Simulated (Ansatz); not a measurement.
## Step by step: N, relaxation of cell and atoms

These are results of DFT, PBE, PAW with Ansatz's default frozen-core files, scalar-relativistic (Ansatz 0.2.0), not measurements.

Command: `ansatz run input.yaml --threads 1 --pin off --max-ram 2048MiB --backend cpu --events-out ev --progress --plain --runs-dir out` The run took about 6 s on 1 thread of a shared machine.

```yaml
crystal:
  lattice:
    - [-1.40625, 1.40625, 1.40625]
    - [1.40625, -1.40625, 1.40625]
    - [1.40625, 1.40625, -1.40625]
  atoms:
    - { symbol: "N", position: [0.0, 0.0, 0.0] }
kpoints:
  mp_grid: { grid: [16, 16, 16] }
scf:
  occupations: { method: fermi_dirac, width: 0.05 }
hamiltonian:
  xc: pbe
  pseudopotentials: { kind: paw }
output:
  forces: true
  stress: true
  write_density: true
  write_potential: true
  elf: true
  volumetric_format: npy
relax:
  f_tol: 0.005
  max_steps: 80
  cell: {}
```

The cell is built from the bcc type as a first guess.

The cutoff is 420 eV; energies and pressures of the walk include the program's estimate of the Pulay term.

Each frame lists the cell vectors (Å), then Cartesian positions (Å); symmetry keeps all forces zero. Free energies count from the first step, -379.0981 eV.

The walk took 12 evaluations in all; steps that aren't listed are left out.

Step 1: E = 0.0 meV, P = -32.55 GPa

```
cell -1.4062 1.4062 1.4062 1.4062 -1.4062 1.4062 1.4062 1.4062 -1.4062
N     0.0000    0.0000    0.0000
```

Step 2: E = -307.5 meV, P = -28.48 GPa

```
cell -1.3377 1.3377 1.3377 1.3377 -1.3377 1.3377 1.3377 1.3377 -1.3377
N     0.0000    0.0000    0.0000
```

Step 3:

```
cell -1.2691 1.2691 1.2691 1.2691 -1.2691 1.2691 1.2691 1.2691 -1.2691
N     0.0000    0.0000    0.0000
```

Step 4: E = -574.9 meV, P = 10.58 GPa

```
cell -1.2007 1.2007 1.2007 1.2007 -1.2007 1.2007 1.2007 1.2007 -1.2007
N     0.0000    0.0000    0.0000
```

Task: Give the energy, pressure of step 3.

Result: E = -523.6 meV, P = -17.42 GPa
```
N     0.0000    0.0000    0.0000
```

Task: How does the relaxation end?

Result: It converges, with a = 2.437 Å, b = 2.437 Å, c = 2.437 Å, α = 90.00°, β = 90.00°, γ = 90.00° (conventional cell, space group Im-3m). The last solve (on a basis chosen afresh for the final cell, so its energy is not quite comparable) gives E = -579.7 meV, P = 0.00 GPa:
```
cell -1.2185 1.2185 1.2185 1.2185 -1.2185 1.2185 1.2185 1.2185 -1.2185
N     0.0000    0.0000    0.0000
```
